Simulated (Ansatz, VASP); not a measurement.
# BAs: VASP beside Ansatz

Aim: how closely do two programs agree when they are given the same cell, functional and k mesh? The cell is taken from a series of runs on this material, whose earlier steps may have relaxed, scaled, displaced or heated it; both programs get it as it stands.

Calculated with Ansatz 0.2.0; plane waves, with VASP 6.6.1 beside it; zone-centre phonons at LDA.

### 1. The starting structure

Symmetry: Imm2, No. 44, orthorhombic system. The conventional cell has a = 3.212 Å, b = 3.349 Å, c = 4.779 Å, α = 90.00°, β = 90.00°, γ = 90.00°. B has 4 As at 2.01 to 2.05 Å nearest. As has 4 B at 2.01 to 2.05 Å nearest. Farther neighbours are not listed.

Coordinates:

```xyz
2
Lattice="-0.0484 2.3196 2.3896 2.3196 -0.0484 2.3896 2.2712 2.2712 0.0000" Properties=species:S:1:pos:R:3 pbc="T T T"
B     2.2712    2.2712    0.0101
As    3.4068    3.4068    3.5743
```

### 2. VASP: zone-centre phonons, LDA, pair 1

Second derivatives magnify differences that forces hide, and they need a tight electronic threshold.

Lines of VASP's logs that name or quote its potential files are left out, and so is its time.

Input file INCAR:

```
SYSTEM = BAs
PREC = Accurate
ENCUT = 500
EDIFF = 1E-08
NELM = 120
ISMEAR = 0
SIGMA = 0.01
LREAL = .FALSE.
ALGO = Normal
GGA = CA
NBANDS = 10
LORBIT = 11
LWAVE = .FALSE.
LCHARG = .FALSE.
ISIF = 2
IBRION = 8
LASPH = .TRUE.
GGA_COMPAT = .FALSE.
EFERMI = MIDGAP
KPAR = 2
```

Input file POSCAR:

```
BAs
1.0
   -0.0483739341      2.3195716516      2.3895995130
    2.3195716516     -0.0483739341      2.3895995130
    2.2711977174      2.2711977174      0.0000000000
B As
1 1
Direct
    0.0021126781      0.0021126781      0.9978873219
    0.7478873219      0.7478873219      0.7521126781
```

Input file KPOINTS:

```
Automatic mesh
0
Gamma
12 12 12
0 0 0
```

Potentials, in the order of the species: B and As (LDA family, release 64).

Started as:

```console
$ mpirun -np 2 vasp_std
```

Numbers of over 12 decimals in the logs are rounded to 6 here.

Output:

```text
[banner, memory and clock lines left out]
running    2 mpi-ranks, on    1 nodes
 distrk:  each k-point on    1 cores,    2 groups
 distr:  one band on    1 cores,    1 groups

 POSCAR found type information on POSCAR B As
 POSCAR found :  2 types and       2 ions
 LDA part: xc-table for (Slater(with rela. corr.)+CA(PZ))
 , standard interpolation
 POSCAR, INCAR and KPOINTS ok, starting setup
 FFT: planning ... GRIDC
 FFT: planning ... GRID_SOFT
 FFT: planning ... GRID
 WAVECAR not read
 entering main loop
       N       E                     dE             d eps       ncg     rms          rms(c)
DAV:   1     0.107675749292E+02    0.10768E+02   -0.37988E+03  5600   0.687E+02
DAV:   2    -0.130894960397E+02   -0.23857E+02   -0.22867E+02  7738   0.109E+02
DAV:   3    -0.137258502847E+02   -0.63635E+00   -0.63512E+00  6740   0.174E+01
DAV:   4    -0.137275242742E+02   -0.16740E-02   -0.16739E-02  6754   0.984E-01
DAV:   5    -0.137275268176E+02   -0.25434E-05   -0.25434E-05  6584   0.385E-02    0.546E+00
DAV:   6    -0.129847155031E+02    0.74281E+00   -0.19623E+00  6030   0.626E+00    0.257E+00
DAV:   7    -0.128885425877E+02    0.96173E-01   -0.24514E-01  6772   0.265E+00    0.927E-01
DAV:   8    -0.128745171486E+02    0.14025E-01   -0.26305E-02  6176   0.915E-01    0.109E-01
DAV:   9    -0.128745424996E+02   -0.25351E-04   -0.75808E-04  6480   0.188E-01    0.618E-02
DAV:  10    -0.128745459559E+02   -0.34563E-05   -0.86440E-05  6046   0.564E-02    0.139E-02
DAV:  11    -0.128745472916E+02   -0.13356E-05   -0.19976E-06  6722   0.104E-02    0.131E-02
DAV:  12    -0.128745471820E+02    0.10952E-06   -0.54198E-07  6214   0.354E-03    0.185E-03
DAV:  13    -0.128745471856E+02   -0.35428E-08   -0.38806E-08  6422   0.121E-03
   1 F= -.12874547E+02 E0= -.12874547E+02  d E =0.000000E+00
 Linear response reoptimize wavefunctions to high precision
DAV:   1    -0.128745471850E+02    0.61522E-09   -0.50741E-09  6234   0.351E-04
DAV:   2    -0.128745471850E+02   -0.15746E-10   -0.12021E-10  3414   0.876E-05
 Linear response DOF=           4
 Linear response progress:
  Degree of freedom:   1/  4
       N       E                     dE             d eps       ncg     rms          rms(c)
RMM:   1    -0.448645043751E-01   -0.44865E-01   -0.21348E-03 42120   0.109E+00
RMM:   2    -0.417450118885E-01    0.31195E-02   -0.10961E-03 27249   0.216E-01    0.107E-01
RMM:   3    -0.417729245556E-01   -0.27913E-04   -0.16355E-04 28932   0.736E-02    0.557E-02
RMM:   4    -0.420845628865E-01   -0.31164E-03   -0.14562E-04 28334   0.681E-02    0.764E-03
RMM:   5    -0.420666216741E-01    0.17941E-04   -0.79619E-07 30131   0.720E-03    0.784E-04
RMM:   6    -0.420647057800E-01    0.19159E-05    0.74177E-09 29878   0.582E-04    0.278E-04
RMM:   7    -0.420638802847E-01    0.82550E-06    0.70743E-08 30670   0.273E-04    0.512E-05
RMM:   8    -0.420639607012E-01   -0.80417E-07    0.38505E-08 31442   0.442E-05    0.143E-05
RMM:   9    -0.420639172724E-01    0.43429E-07    0.63641E-09 31653   0.233E-05    0.168E-06
RMM:  10    -0.420639178662E-01   -0.59383E-09    0.30872E-09 28860   0.144E-05    0.456E-07
 first order change of Fermi-energy   0.82752E-04
 force on displaced ion       1 direction 1 : -18.234  -0.807  -0.000
 Linear response progress:
  Degree of freedom:   2/  4
       N       E                     dE             d eps       ncg     rms          rms(c)
RMM:   1    -0.444832679675E-01   -0.44483E-01    0.37599E-03 13259   0.110E+00
RMM:   2    -0.418135231403E-01    0.26697E-02   -0.10917E-03  8815   0.216E-01    0.110E-01
RMM:   3    -0.418329306573E-01   -0.19408E-04   -0.17737E-04  9164   0.766E-02    0.572E-02
RMM:   4    -0.421524453867E-01   -0.31951E-03   -0.15969E-04  9037   0.711E-02    0.756E-03
RMM:   5    -0.421349103679E-01    0.17535E-04   -0.68214E-07  9579   0.697E-03    0.143E-03
RMM:   6    -0.421305371615E-01    0.43732E-05   -0.14416E-08  9495   0.103E-03    0.248E-04
RMM:   7    -0.421302065557E-01    0.33061E-06   -0.95572E-10  9749   0.128E-04    0.126E-04
RMM:   8    -0.421300666314E-01    0.13992E-06   -0.45319E-10  9875   0.939E-05    0.133E-05
RMM:   9    -0.421300608041E-01    0.58273E-08   -0.29043E-10 10165   0.244E-05    0.296E-06
 first order change of Fermi-energy   0.36885E+01
 force on displaced ion       1 direction 3 :  -0.000  -0.000 -18.342
 Linear response progress:
  Degree of freedom:   3/  4
       N       E                     dE             d eps       ncg     rms          rms(c)
RMM:   1    -0.399081763102E-01   -0.39908E-01    0.25479E-02 42732   0.114E+00
RMM:   2    -0.374636369267E-01    0.24445E-02   -0.88531E-04 27836   0.214E-01    0.979E-02
RMM:   3    -0.373622057131E-01    0.10143E-03   -0.14483E-05 29848   0.263E-02    0.573E-02
RMM:   4    -0.374054415347E-01   -0.43236E-04   -0.18780E-05 29343   0.298E-02    0.318E-03
RMM:   5    -0.373995485845E-01    0.58930E-05   -0.81103E-08 30821   0.244E-03    0.854E-04
RMM:   6    -0.373961587402E-01    0.33898E-05    0.19093E-08 30694   0.422E-04    0.119E-04
RMM:   7    -0.373956038162E-01    0.55492E-06    0.14268E-08 31521   0.976E-05    0.442E-05
RMM:   8    -0.373955943718E-01    0.94444E-08    0.26859E-09 32515   0.303E-05    0.158E-05
 first order change of Fermi-energy  -0.63417E-05
 force on displaced ion       2 direction 1 : -18.234  -0.806   0.001
 Linear response progress:
  Degree of freedom:   4/  4
       N       E                     dE             d eps       ncg     rms          rms(c)
RMM:   1    -0.397547457549E-01   -0.39755E-01    0.32165E-02 13264   0.115E+00
RMM:   2    -0.377610945526E-01    0.19937E-02   -0.90004E-04  8898   0.213E-01    0.102E-01
RMM:   3    -0.376660258949E-01    0.95069E-04   -0.18670E-05  9508   0.289E-02    0.595E-02
RMM:   4    -0.377228480172E-01   -0.56822E-04   -0.18418E-05  9336   0.297E-02    0.413E-03
RMM:   5    -0.377223744904E-01    0.47353E-06   -0.28797E-07  9820   0.342E-03    0.156E-03
RMM:   6    -0.377157476313E-01    0.66269E-05   -0.82626E-09  9728   0.778E-04    0.129E-04
RMM:   7    -0.377154678317E-01    0.27980E-06    0.13834E-09  9992   0.860E-05    0.526E-05
RMM:   8    -0.377152326357E-01    0.23520E-06   -0.16715E-09 10055   0.568E-05    0.980E-06
RMM:   9    -0.377152321734E-01    0.46230E-09   -0.29976E-09 10012   0.167E-05    0.251E-06
 first order change of Fermi-energy  -0.36879E+01
 force on displaced ion       2 direction 3 :  -0.000  -0.000 -18.338
 Linear response finished
```

Parts of OUTCAR (step 2):

```text
ion  position               nearest neighbor table
   1  0.002  0.002  0.998-   2 2.01   2 2.01   2 2.05   2 2.05
   2  0.748  0.748  0.752-   1 2.01   1 2.01   1 2.05   1 2.05

  LATTYP: Found a body centered orthorhombic cell.
 ALAT       =     3.2119586148
 B/A-ratio  =     1.0425977305
 C/A-ratio  =     1.4879391671

 Subroutine GETGRP returns: Found  4 space group operations
 (whereof  4 operations were pure point group operations)

The static configuration has the point symmetry C_2v.

 Found    280 irreducible k-points:

   k-points           NKPTS =    280   k-points in BZ     NKDIM =    280   number of bands    NBANDS=     10

   dimension x,y,z NGX =    24 NGY =   24 NGZ =   24
   dimension x,y,z NGXF=    48 NGYF=   48 NGZF=   48

   ENCUT  =  500.0 eV  36.75 Ry    6.06 a.u.   6.07  6.07  5.86*2*pi/ulx,y,z

   NELECT =       8.0000    total number of electrons

 k-points in reciprocal lattice and weights: Automatic mesh
   0.00000000  0.00000000  0.00000000       0.001
   0.08333333  0.00000000  0.00000000       0.002
   0.16666667 -0.00000000  0.00000000       0.002
   0.25000000 -0.00000000  0.00000000       0.002
   0.33333333 -0.00000000  0.00000000       0.002
   0.41666667  0.00000000  0.00000000       0.002
   0.50000000 -0.00000000  0.00000000       0.001
   0.08333333  0.08333333  0.00000000       0.001
   0.16666667  0.08333333  0.00000000       0.002
[...]
0.25000000  0.25000000  0.50000000       0.001
  -0.25000000  0.25000000  0.50000000       0.001

 average (electrostatic) potential at core
       1 -31.2014       2 -51.3752

  Total        1.3336336      1.3336336      0.1893671      1.1594508      0.0000000      0.0000000
  in kB       83.1314444     83.1314444     11.8041146     72.2738420      0.0000000      0.0000000
  external PRESSURE =      59.3556678 kB  Pullay stress =       0.0000000 kB

  energy-cutoff  :      500.00
  volume of cell :       25.70
      direct lattice vectors                 reciprocal lattice vectors
    -0.048373934  2.319571652  2.389599513    -0.211153501  0.211153501  0.209240083
     2.319571652 -0.048373934  2.389599513     0.211153501 -0.211153501  0.209240083
     2.271197717  2.271197717  0.000000000     0.220148161  0.220148161 -0.209240083

 POSITION                                       TOTAL-FORCE (eV/Angst)
 -----------------------------------------------------------------------------------
      2.27120      2.27120      0.01010         0.000000      0.000000      0.012108
      3.40680      3.40680      3.57430        -0.000000     -0.000000     -0.012108
 -----------------------------------------------------------------------------------
    total drift:                                0.000000      0.000000      0.000110

 Eigenvectors and eigenvalues of the dynamical matrix
 ----------------------------------------------------

   1 f  =   22.194084 THz   139.449541 2PiTHz  740.314948 cm-1    91.787314 meV
             X         Y         Z           dx          dy          dz
      2.271198  2.271198  0.010097     0.661025    0.661025    0.000000
      3.406797  3.406797  3.574302    -0.251089   -0.251089   -0.000000

   2 f  =   21.782553 THz   136.863819 2PiTHz  726.587768 cm-1    90.085361 meV
             X         Y         Z           dx          dy          dz
      2.271198  2.271198  0.010097     0.000000    0.000000   -0.934840
      3.406797  3.406797  3.574302    -0.000000   -0.000000    0.355069

   3 f  =   21.232460 THz   133.407479 2PiTHz  708.238623 cm-1    87.810358 meV
             X         Y         Z           dx          dy          dz
      2.271198  2.271198  0.010097    -0.661022    0.661022    0.000000
      3.406797  3.406797  3.574302     0.251098   -0.251098   -0.000000

   4 f/i=    0.000023 THz     0.000142 2PiTHz    0.000754 cm-1     0.000093 meV
             X         Y         Z           dx          dy          dz
      2.271198  2.271198  0.010097    -0.251098    0.251098    0.000000
      3.406797  3.406797  3.574302    -0.661022    0.661022    0.000000

   5 f/i=    0.000325 THz     0.002044 2PiTHz    0.010853 cm-1     0.001346 meV
             X         Y         Z           dx          dy          dz
      2.271198  2.271198  0.010097     0.251089    0.251089    0.000000
      3.406797  3.406797  3.574302     0.661026    0.661025    0.000000

   6 f/i=    0.000883 THz     0.005550 2PiTHz    0.029461 cm-1     0.003653 meV
             X         Y         Z           dx          dy          dz
      2.271198  2.271198  0.010097     0.000000    0.000000   -0.355069
      3.406797  3.406797  3.574302     0.000000    0.000000   -0.934840

 ELASTIC MODULI CONTR FROM IONIC RELAXATION (kBar)
 Direction    XX          YY          ZZ          XY          YZ          ZX
 --------------------------------------------------------------------------------
 XX          -3.4305     -3.4305     -6.4028    -30.6012     -0.0000     -0.0000
 YY          -3.4305     -3.4305     -6.4028    -30.6012     -0.0000     -0.0000
 ZZ          -6.4028     -6.4028    -11.9505    -57.1156     -0.0000     -0.0000
 XY         -30.6012    -30.6012    -57.1156   -272.9745     -0.0000     -0.0000
 YZ          -0.0000     -0.0000     -0.0000     -0.0000   -294.3791    -82.5559
 ZX          -0.0000     -0.0000     -0.0000     -0.0000    -82.5559   -292.2487
 --------------------------------------------------------------------------------
```

### 3. Ansatz: zone-centre phonons, LDA, pair 1

Ansatz runs on its PAW soft_1 files.

The same cell, functional (in two slightly different forms) and mesh now go to Ansatz, which takes its cutoff from its data sets.

Input file input.yaml:

```yaml
crystal:
  lattice:
    - [-0.0483739341, 2.3195716516, 2.389599513]
    - [2.3195716516, -0.0483739341, 2.389599513]
    - [2.2711977174, 2.2711977174, 0.0]
  atoms:
    - { symbol: B, position: [0.0021126781, 0.0021126781, -0.0021126781] }
    - { symbol: As, position: [0.7478873219, 0.7478873219, 0.7521126781] }
kpoints:
  mp_grid: { grid: [12, 12, 12] }
hamiltonian:
  xc: lda
  pseudopotentials: { kind: paw, azcp: { folder: soft_1 }, xc_functional: pbe }
scf:
  occupations: { method: fixed }
output:
  eigenvalues: true
phonons:
  method: dfpt
```

Started as:

```console
$ ansatz run input.yaml --threads 4 --pin off --max-ram 10240MiB --backend cpu --events-out ev --progress --plain --runs-dir out
```

Output:

```text
zone centre: on kpoints.mp_grid the ground state, and the responses unless they are solved on pairs of k-points, stand on 476 of the mesh's 1728 k-points, reduced under 2 symmetry operations, with k and −k counted as one. Each operation leaves every solved displacement unchanged or reverses it
Engine: ansatz 0.2.0, aarch64-unknown-linux-gnu
Pseudopotentials: kind: paw
Pseudopotential: B, paw, valence charge 3, recommended cutoff 420 eV (normal), soft_1/B.paw.azcp
Pseudopotential: As, paw, valence charge 15, recommended cutoff 420 eV (normal), soft_1/As.paw.azcp
Functional definition: SPW92
  exchange = slater_x
  correlation = pw_c
Crystal: 2 atoms, lattice volume = 25.703 Å³
Basis set: ecut = 420 eV, 519 PW (Γ), exchange–correlation on 48×48×48 points (8 copies of the dense FFT grid, shifted against one another)
Bands: 13, of which v1, the nominal top of the filled ones, is band 9 counted from 1 (8 counted from 0)
Symmetry: 4 space group operations
k-points: 476 of 1728 (irreducible under 2 space group operations, time reversal used)
Non-local potential: B, projectors of the file, l = 0: 2, l = 1: 2, l = 2: 1
Non-local potential: As, projectors of the file, l = 0: 2, l = 1: 2, l = 2: 3, l = 3: 1
PAW form: soft (Blöchl's): semilocal exchange-correlation on the pseudo side does not see the compensation charge
PAW frozen core: B, regenerated for the run's functional, and the local potential with it (the file was generated under x = pbe(κ = 0.804, μ = 0.219515), c = pbe(β = 0.066725))
PAW frozen core: As, regenerated for the run's functional, and the local potential with it (the file was generated under x = pbe(κ = 0.804, μ = 0.219515), c = pbe(β = 0.066725))
PAW one-centre angular grid: B, 110 points (default); XC on 64 Gauss nodes
PAW one-centre angular grid: As, 590 points (default); XC on 64 Gauss nodes
Initial density: superposition of atomic densities (chi_scale 0.1, normalization cell, long waves kept (reshape's long-wave potential 0.00 eV rms))
Initial wavefunctions: pseudopotential atomic-orbital guess
Functional: x = slater, c = lda
SCF iter   1: F=—  HF=-4924.255549 eV  |F-HF|=—  |Δ(HF+E_count)|=         —  Δρ=8.31e-2  dr2=2.26e0  ethr=3.10e-3  ⟨swp⟩=4.4  Hψ=31641  notcnv=0  defer=700
preconditioner: auto → none  [insulator: Δε(μ)=1.442 eV  Ē_g=12.913 eV  n_scr=8 (ndim 8)  ℏωp=20.7 eV  f_vac=0.000  ε∞_Penn≈3.6]
SCF iter   2: F=—  HF=-4923.536361 eV  |F-HF|=—  |Δ(HF+E_count)|=   7.19e-1  Δρ=2.58e-2  dr2=1.47e-1  ethr=3.10e-3  ⟨swp⟩=2.4  Hψ=13408  notcnv=0  defer=774
SCF iter   3: F=—  HF=-4923.493812 eV  |F-HF|=—  |Δ(HF+E_count)|=   4.25e-2  Δρ=1.03e-2  dr2=1.82e-2  ethr=8.14e-4  ⟨swp⟩=2.1  Hψ=8828  notcnv=0  defer=924
SCF iter   4: F=—  HF=-4923.489881 eV  |F-HF|=—  |Δ(HF+E_count)|=   3.93e-3  Δρ=3.40e-3  dr2=2.09e-3  ethr=1.01e-4  ⟨swp⟩=2.7  Hψ=11328  notcnv=0  defer=943
SCF iter   5: F=—  HF=-4923.489234 eV  |F-HF|=—  |Δ(HF+E_count)|=   6.48e-4  Δρ=7.02e-4  dr2=6.08e-5  ethr=1.16e-5  ⟨swp⟩=3.1  Hψ=11444  notcnv=0  defer=952
SCF iter   6: F=—  HF=-4923.489240 eV  |F-HF|=—  |Δ(HF+E_count)|=   6.00e-6  Δρ=7.52e-5  dr2=4.86e-7  ethr=3.38e-7  ⟨swp⟩=2.9  Hψ=11416  notcnv=0  defer=941
SCF iter   7: F=—  HF=-4923.489240 eV  |F-HF|=—  |Δ(HF+E_count)|=   7.26e-7  Δρ=5.83e-6  dr2=6.66e-9  ethr=2.70e-9  ⟨swp⟩=2.0  Hψ=10189  notcnv=0  defer=2
SCF iter   8: F=—  HF=-4923.489240 eV  |F-HF|=—  |Δ(HF+E_count)|=   1.85e-9  Δρ=7.36e-7  dr2=1.05e-10  ethr=3.70e-11  ⟨swp⟩=3.0  Hψ=10416  notcnv=0  defer=2
SCF iter   9: F=-4923.489240 eV  HF=-4923.489240 eV  |F-HF|=9.09e-13  |Δ(HF+E_count)|=  4.91e-11  Δρ=9.80e-8  dr2=9.91e-13  ethr=1.00e-12  ⟨swp⟩=7.5  Hψ=36061  notcnv=0
SCF 1 converged in 9 iterations: F = -4923.489240 eV  dr2 = 9.91e-13
  greatest PAW one-centre occupation: 0.999 electrons in one spin orbital (limit 2), on the As atom at site 1 (counted from 0), in its partial waves of l = 2
DFPT response loops at Γ: preconditioner auto → none (the input reference at scf.mixing.eps_inf says where Resta's filter doesn't serve); β = 0.50; Broyden in place of MSR1
SCF converged after 9 iterations
Free energy (F): -4923.489240 eV
Harris-Foulkes:  -4923.489240 eV  (|F-HF|=9.09e-13)
Internal energy: -4923.489240 eV  (E = F + TS)
E sigma→0 (E₀):  -4923.489240 eV
Fermi energy:    11.678055 eV
--- Per-component energies (eV) ---
  E_band       = -210.093396
  E_kinetic    = 149.981078
  E_local      = -1909.934397  (includes V_loc(G=0)·N_el)
  E_nonlocal   = -379.948194
  E_hartree    = 1083.312221
  E_xc         = -103.999767
  E_vxc        = -114.035399  (∫ρ·V_xc dr)
  E_paw        = -2005.369470  (= ΣΔE_a)
  E_vpaw       = -122.780925  (= ΣTr[D̂ρ^β])
  E_aug_tail   = -0.000002  (compensation charges beyond the density's cutoff)
  E_ewald      = -1759.651773
  E_core_change = 2.121063  (= ΣΔE_core)
  E_smearing   = -0.000000  (= −TS)
  E_closure    = 0.000000  (closes the sum)
  Σ components = -4923.489240   (vs F -4923.489240, Δ=0.00e0)
--- Band table (eV; the first three rows and the last of 476) ---
  k-point 0: bands = [... 5 lower, -4.5906, 11.1137, 11.2326, 11.6781, 14.2894, 14.6634, 14.9602, 16.8859]
  k-point 1: bands = [... 5 lower, -4.4663, 10.4218, 10.9961, 11.1034, 14.6248, 14.8140, 15.1350, 17.4922]
  k-point 2: bands = [... 5 lower, -4.0967, 8.5096, 10.5031, 10.5166, 14.6945, 15.3259, 15.6800, 18.6322]
  k-point 475: bands = [... 5 lower, -0.3568, 2.4317, 6.8831, 7.5992, 12.4490, 13.4269, 23.0546, 23.2511]
--- Phonons (Γ-DFPT): 4 representative perturbations + reference, on 476 of 1728 k-points (Σ response iterations 12) ---
  k mesh reduced under 2 symmetry operations, with k and −k counted as one. Each operation leaves every solved displacement unchanged or reverses it
  ASR residual: 3.662e-5 → 0.000e0 eV/Å²; symmetrization residual: 4.353e-7 eV/Å²
  ASR residual per site (eV/Å²): 3.66e-5 1.39e-5
  Γ frequencies (cm⁻¹): 0.00 0.00 0.00 703.22 720.98 735.17
  non-analytic LO–TO correction: not included (Born effective charges unavailable; polar crystals: no LO–TO splitting at Γ)
```

Reading the cycles: dr2 is the Hartree energy of the density residual (eV), the measure of convergence; HF is the Harris–Foulkes estimate of the energy, which meets the free energy F at convergence.

### 4. Comparison

Known differences besides the potentials themselves: the two LDA forms differ slightly; fixed occupations in Ansatz, narrow Gaussian smearing in VASP; the data sets hold 18 valence electrons in Ansatz (on its PAW soft_1 files) and 8 in VASP; the cutoff is 420 eV in Ansatz and 500 eV in VASP; VASP's log shows a relativistic correction to its local exchange, Ansatz's none. Total energies have different zeros and are not compared.

Both answers:

```
             quantity  Ansatz   VASP  difference
optical mode 1 (cm⁻¹)   703.2  708.2     -0.71 %
optical mode 2 (cm⁻¹)   721.0  726.6     -0.77 %
optical mode 3 (cm⁻¹)   735.2  740.3     -0.69 %
```

Modes are paired by rising frequency, not by their patterns, so a pair may set unlike modes beside each other; they are those without the splitting of longitudinal modes.

[end of part 1 of 2]

[Lines on the potential files, build, host, timing and source positions are cut from VASP's logs without a mark.]

[Logs are printed without paths, hosts, clocks, repeated set-up lines and the standing remarks that a program may print on its own settings, such as how far it seeks lower states.]

[Hosts, paths, dates, database ids (printed as entryN), source tags and the programs' standing remarks are cut or masked in the printed files.]
